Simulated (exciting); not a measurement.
Crystal: MgS.

```
CELL_PARAMETERS angstrom
0.00000 2.83312 2.83312
2.83312 0.00000 2.83312
2.83312 2.83312 0.00000
ATOMIC_POSITIONS crystal
S 0.25000 0.25000 0.25000
Mg 0.00000 0.00000 0.00000
```

The cell comes from a database or a generator and needn't be the stable form of this composition.

Base run:

* Program: exciting (release sodium)
* Functional: LDA
* Potentials or basis: all-electron LAPW+lo, shipped species files, valence relativity iora*
* rgkmax: 7.5
* k mesh: 8 × 8 × 8
* Occupations: gaussian, width 0.02 eV
* Spin: no spin polarisation

Its results: band gap on the k mesh 3.17 eV, direct.

Problem. The run is repeated on the same cell with these changes: functional from LDA to PBE. What comes out?

Solution. Band gap on the k mesh 3.45 eV, direct.

A k mesh can miss the band edges.
